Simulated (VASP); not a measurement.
# Te2Mo in VASP: a series of runs

Aim: see how the results for Te2Mo move with the level of theory and the settings. Levels: r2SCAN+rVV10, PBE+D3(BJ). Tasks: relaxation of cell and atoms.

Everything below comes from runs of VASP 6.6.1. Logs are shortened: lines on timing, memory, paths and dates and some standing lists are left out, and cuts for length are marked.

### Step 1. The structure

The cell holds a slab with vacuum, 3 atoms: a = 3.544 Å, b = 3.544 Å, c = 21.605 Å, α = 90.00°, β = 90.00°, γ = 120.00°.

### Step 2. Relaxation of cell and atoms, r2SCAN+rVV10

Contents of INCAR:

```
PREC = Accurate
ENCUT = 600
EDIFF = 1E-7
ISMEAR = 0
SIGMA = 0.03
LREAL = False
LASPH = True
NELM = 120
ALGO = Normal
ISIF = 3
LWAVE = False
LCHARG = False
METAGGA = R2SCAN
LMIXTAU = True
LUSE_VDW = True
IVDW_NL = 2
BPARAM = 11.95
CPARAM = 0.0093
IBRION = 2
NSW = 90
EDIFFG = -0.005
LATTICE_CONSTRAINTS = .TRUE. .TRUE. .FALSE.
KPAR = 2
```

Contents of KPOINTS:

```
Automatic mesh
0
Gamma
  12 12 1
```

Contents of POSCAR:

```
Te2Mo                                   
1.0
    3.5437058401     -0.0000000000      0.0000000000
   -1.7718529201      3.0689392856      0.0000000000
    0.0000000000      0.0000000000     21.6051888000
  Te              Mo            
     2     1
Direct
     0.3333333300000021    0.6666666699999979    0.4168490076541888
     0.3333333300000021    0.6666666699999979    0.5831509923458112
     0.6666666699999979    0.3333333300000021    0.5000000000000000
```

Potentials or basis: VASP PAW PBE potentials, release 64 (Te, Mo_sv).

Started as:

```console
$ cat potpaw_PBE.64/Te/POTCAR potpaw_PBE.64/Mo_sv/POTCAR > POTCAR
$ mpirun -np 2 vasp_std > vasp.out
```

OUTCAR:

```text
PREC = Accurate
   ENCUT = 600
   EDIFF = 1E-7
   ISMEAR = 0
   LREAL = False
   LASPH = True
   NELM = 120
   ISIF = 3
   METAGGA = R2SCAN
   IVDW_NL = 2
   BPARAM = 11.95
   IBRION = 2
   NSW = 90
   EDIFFG = -0.005

 ion  position               nearest neighbor table
   1  0.333  0.667  0.417-   3 2.72   3 2.72   3 2.72   2 3.59
   2  0.333  0.667  0.583-   3 2.72   3 2.72   3 2.72   1 3.59
   3  0.667  0.333  0.500-   1 2.72   2 2.72   1 2.72   2 2.72   1 2.72   2 2.72

  LATTYP: Found a hexagonal cell.
 ALAT       =     3.5437058401
 C/A-ratio  =     6.0967782810

  Lattice vectors:

 A1 = (   3.5437058401,   0.0000000000,   0.0000000000)
 A2 = (  -1.7718529201,   3.0689392856,   0.0000000000)
 A3 = (   0.0000000000,   0.0000000000,  21.6051888000)

Analysis of symmetry for initial positions (statically):
=====================================================================
 Subroutine PRICEL returns:
 Original cell was already a primitive cell.

 Routine SETGRP: Setting up the symmetry group for a
 hexagonal supercell.

 Subroutine GETGRP returns: Found 12 space group operations
 (whereof 12 operations were pure point group operations)
 out of a pool of 24 trial point group operations.

The static configuration has the point symmetry D_3h.

Analysis of symmetry for dynamics (positions and initial velocities):
=====================================================================
 Subroutine PRICEL returns:
 Original cell was already a primitive cell.

 Routine SETGRP: Setting up the symmetry group for a
 hexagonal supercell.

 Subroutine GETGRP returns: Found 12 space group operations
 (whereof 12 operations were pure point group operations)
 out of a pool of 24 trial point group operations.

The dynamic configuration has the point symmetry D_3h.

 Subroutine INISYM returns: Found 12 space group operations
 (whereof 12 operations are pure point group operations),
 and found     1 'primitive' translations

----------------------------------------------------------------------------------------

                                     Primitive cell

  volume of cell :     234.9655

  direct lattice vectors                    reciprocal lattice vectors
     3.543705840  0.000000000  0.000000000     0.282190465  0.162922741  0.000000000
    -1.771852920  3.068939286  0.000000000     0.000000000  0.325845482  0.000000000
     0.000000000  0.000000000 21.605188800     0.000000000  0.000000000  0.046285178

  length of vectors
     3.543705840  3.543705844 21.605188800     0.325845482  0.325845482  0.046285178

  position of ions in fractional coordinates (direct lattice)
     0.333333330  0.666666670  0.416849008
     0.333333330  0.666666670  0.583150992
     0.666666670  0.333333330  0.500000000

  ion indices of the primitive-cell ions
   primitive index   ion index
                 1           1
                 2           2
                 3           3

----------------------------------------------------------------------------------------

 KPOINTS: Automatic mesh

Automatic generation of k-mesh.
 Grid dimensions read from file:
 generate k-points for:   12   12    1

 Generating k-lattice:

  Cartesian coordinates                     Fractional coordinates (reciprocal lattice)
     0.023515872  0.013576895  0.000000000     0.083333333 -0.000000000  0.000000000
     0.000000000  0.027153790  0.000000000     0.000000000  0.083333333  0.000000000
     0.000000000  0.000000000  0.046285178     0.000000000  0.000000000  1.000000000

  Length of vectors
     0.027153790  0.027153790  0.046285178

  Shift w.r.t. Gamma in fractional coordinates (k-lattice)
     0.000000000  0.000000000  0.000000000

 Subroutine IBZKPT returns following result:
 ===========================================

 Found     19 irreducible k-points:

 Following reciprocal coordinates:
            Coordinates               Weight
  0.000000  0.000000  0.000000      1.000000
  0.083333 -0.000000  0.000000      6.000000
  0.166667 -0.000000  0.000000      6.000000
  0.250000 -0.000000  0.000000      6.000000
  0.333333 -0.000000  0.000000      6.000000
  0.416667 -0.000000  0.000000      6.000000
[... 11 lines left out ...]
  0.333333  0.250000  0.000000     12.000000
  0.333333  0.333333  0.000000      2.000000
   k-points           NKPTS =     19   k-points in BZ     NKDIM =     19   number of bands    NBANDS=     17
   number of dos      NEDOS =    301   number of ions     NIONS =      3
   total plane-waves  NPLWV = 141120
   dimension x,y,z NGX =    28 NGY =   28 NGZ =  180
   dimension x,y,z NGXF=    56 NGYF=   56 NGZF=  360
   ions per type =               2   1
   NGX,Y,Z   is equivalent  to a cutoff of  13.14, 13.14, 13.85 a.u.
   NGXF,Y,Z  is equivalent  to a cutoff of  26.27, 26.27, 27.70 a.u.
 SYSTEM =  unknown system
   PREC   = accura    normal or accurate (medium, high low for compatibility)
   ISTART =      0    job   : 0-new  1-cont  2-samecut
   ICHARG =      2    charge: 1-file 2-atom 10-const
   ISPIN  =      1    spin polarized calculation?
   LNONCOLLINEAR =      F non collinear calculations
   LSORBIT =      F    spin-orbit coupling
   LASPH  =      T    aspherical Exc in radial PAW
   ENCUT  =  600.0 eV  44.10 Ry    6.64 a.u.   7.08  7.08 43.15*2*pi/ulx,y,z
   NELM   =    120;   NELMIN=  2; NELMDL= -5     # of ELM steps
   EDIFF  = 0.1E-06   stopping-criterion for ELM
   LREAL  =      F    real-space projection
   EDIFFG = -.5E-02   stopping-criterion for IOM
   NSW    =     90    number of steps for IOM
   IBRION =      2    ionic relax: 0-MD 1-quasi-New 2-CG
   NFREE  =      1    steps in history (QN), initial steepest desc. (CG)
   ISIF   =      3    stress and relaxation
   ISYM   =      2    0-nonsym 1-usesym 2-fastsym
   POTIM  = 0.5000    time-step for ionic-motion
   TEBEG  =    0.0;   TEEND  =   0.0 temperature during run
   PSTRESS=    0.0 pullay stress
   NELECT =      26.0000    total number of electrons
   NUPDOWN=      -1.0000    fix difference up-down
   EMIN   =  10.00;   EMAX   =-10.00  energy-range for DOS
   EFERMI =   0.00;   METHOD = LEGACY
   ISMEAR =     0;   SIGMA  =   0.03  broadening in eV -4-tet -1-fermi 0-gaus
   EFERMI_NEDOS =   21; number of points for ismear=-14 and -15
   IALGO  =     38    algorithm
   IMIX   =      4    mixing-type and parameters
     AMIX     =   0.40;   BMIX     =  1.00
     AMIX_MAG =   1.60;   BMIX_MAG =  1.00
  volume/ion in A,a.u.               =      78.32       528.54
  Fermi-wavevector in a.u.,A,eV,Ry     =   0.785955  1.485240  8.404672  0.617726
  Thomas-Fermi vector in A             =   1.890396
   LORBIT       =      0    0 simple, 1 ext, 2 COOP (PROOUT), +10 PAW based schemes
   METAGGA = R2SCAN    functional components
   LHFCALC =     F    Hartree Fock is set to
   AEXX    =    0.0000 exact exchange contribution
   IVDW_NL    =     2    kernel type
   BPARAM     =11.9500
   IVDW    =     0    specifies the selected vdW correction
   LEPSILON=     F    determine dielectric tensor
   LRPA    =     F    only Hartree local field effects (RPA)
 conjugate gradient relaxation of ions
 non-spin polarized calculation
 Gauss-broadening in eV      SIGMA  =   0.03
  energy-cutoff  :      600.00
  volume of cell :      234.97
 maximum number of plane-waves:      7871
   NGX = 15   NGY = 15   NGZ = 87

 number of electron      26.0000002 magnetization

 Free energy of the ion-electron system (eV)
  ---------------------------------------------------
  ext. energy  EPLUGINS =         0.00000000
  ---------------------------------------------------
  free energy    TOTEN  =       -77.00947838 eV

  energy without entropy =      -77.00947838  energy(sigma->0) =      -77.00947838

 E-fermi :  -0.8167     XC(G=0):  -3.9439

 val. band max:       -0.9409338206   @ k =   0.3333   0.3333   0.0000
 cond. band min:       0.2271061616   @ k =   0.3333   0.3333   0.0000
 fundamental gap:      1.1680399822
 Fermi energy:        -0.8167285032

 k-point     1 :       0.0000    0.0000    0.0000
  band No.  band energies     occupation
      1     -63.5630      2.00000
      2     -36.9944      2.00000
      3     -36.8884      2.00000
      4     -36.8884      2.00000
      5     -14.0966      2.00000
      6     -13.0475      2.00000
[... 9 lines left out ...]
     16       2.5940      0.00000
     17       2.5940      0.00000

 k-point     2 :       0.0833   -0.0000    0.0000
  band No.  band energies     occupation
      1     -63.5623      2.00000
      2     -36.9924      2.00000
      3     -36.8973      2.00000
      4     -36.8905      2.00000
      5     -13.9960      2.00000
      6     -12.9786      2.00000
[... 9 lines left out ...]
     16       2.3730      0.00000
     17       2.3762      0.00000

 k-point     3 :       0.1667   -0.0000    0.0000
  band No.  band energies     occupation
      1     -63.5604      2.00000
      2     -36.9869      2.00000
      3     -36.9217      2.00000
      4     -36.8961      2.00000
      5     -13.7036      2.00000
      6     -12.7788      2.00000
[... 9 lines left out ...]
     16       1.8751      0.00000
     17       2.5705      0.00000

 k-point     4 :       0.2500   -0.0000    0.0000
  band No.  band energies     occupation
      1     -63.5579      2.00000
      2     -36.9794      2.00000
      3     -36.9547      2.00000
      4     -36.9038      2.00000
      5     -13.2519      2.00000
      6     -12.4725      2.00000
[... 9 lines left out ...]
     16       1.4931      0.00000
     17       2.7553      0.00000
[... 243 lines left out ...]
      1     -63.5529      2.00000
      2     -36.9961      2.00000
      3     -36.9643      2.00000
      4     -36.9436      2.00000
      5     -12.0712      2.00000
      6     -11.6859      2.00000
[... 9 lines left out ...]
     16       1.3052      0.00000
     17       2.9967      0.00000

 k-point    18 :       0.3333    0.2500    0.0000
  band No.  band energies     occupation
      1     -63.5519      2.00000
      2     -36.9980      2.00000
      3     -36.9615      2.00000
      4     -36.9565      2.00000
      5     -11.7884      2.00000
      6     -11.5015      2.00000
[... 9 lines left out ...]
     16       1.4534      0.00000
     17       3.2281      0.00000

 k-point    19 :       0.3333    0.3333    0.0000
  band No.  band energies     occupation
      1     -63.5516      2.00000
      2     -36.9892      2.00000
      3     -36.9708      2.00000
      4     -36.9605      2.00000
      5     -11.6869      2.00000
      6     -11.4316      2.00000
[... 9 lines left out ...]
     16       1.7480      0.00000
     17       3.3842      0.00000

------------------------ aborting loop because EDIFF is reached ----------------------------------------

  FORCE on cell =-STRESS in cart. coord.  units (eV):
  Direction    XX          YY          ZZ          XY          YZ          ZX
  --------------------------------------------------------------------------------------
  -------------------------------------------------------------------------------------
  Total        0.0061432      0.0061432     -0.0209993     -0.0000000      0.0000000      0.0000000
  in kB        0.0418893      0.0418893     -0.1431896     -0.0000000      0.0000000      0.0000000
  external PRESSURE =      -0.0198037 kB  Pullay stress =       0.0000000 kB

 VOLUME and BASIS-vectors are now :
 -----------------------------------------------------------------------------
  energy-cutoff  :      600.00
  volume of cell :      234.97
      direct lattice vectors                 reciprocal lattice vectors
     3.543705840  0.000000000  0.000000000     0.282190465  0.162922741  0.000000000
    -1.771852920  3.068939286  0.000000000     0.000000000  0.325845482  0.000000000
     0.000000000  0.000000000 21.605188800     0.000000000  0.000000000  0.046285178

 POSITION                                       TOTAL-FORCE (eV/Angst)
 -----------------------------------------------------------------------------------
     -0.00000      2.04596      9.00610        -0.000000      0.000000     -0.000679
     -0.00000      2.04596     12.59909        -0.000000      0.000000      0.000679
      1.77185      1.02298     10.80259         0.000000     -0.000000      0.000000
 -----------------------------------------------------------------------------------
    total drift:                               -0.000027      0.000016      0.000000

  FREE ENERGIE OF THE ION-ELECTRON SYSTEM (eV)
  ---------------------------------------------------
  free  energy   TOTEN  =       -77.0094783759 eV

  energy  without entropy=      -77.0094783759  energy(sigma->0) =      -77.00947838

 reached required accuracy - stopping structural energy minimisation
```

It took 59 min on 2 MPI ranks of Intel Xeon Platinum 8259CL at 2.50GHz (Skylake/Cascade Lake), shared host; peak memory 0.95 GiB.

What came out:

| Quantity | Value |
| --- | --- |
| Free energy | -77.0095 eV |
| Band gap on the k mesh | 1.17 eV, direct |

Final structure:
```xyz
3
Lattice="3.5437 0.0000 0.0000 -1.7719 3.0689 0.0000 0.0000 0.0000 21.6052" Properties=species:S:1:pos:R:3 pbc="T T T"
Te    0.0000    2.0460    9.0061
Te    0.0000    2.0460   12.5991
Mo    1.7719    1.0230   10.8026
```

Caveat: the relaxation stopped at its first step, so nothing moved; the PAW data sets were made with another functional, which shifts forces and pressure a little; spin-orbit coupling is left out, which moves the levels of the heavy elements. r2SCAN opens gaps a little over a GGA but as a rule still falls short of measured ones.

(Continued in part 2 of 2.)
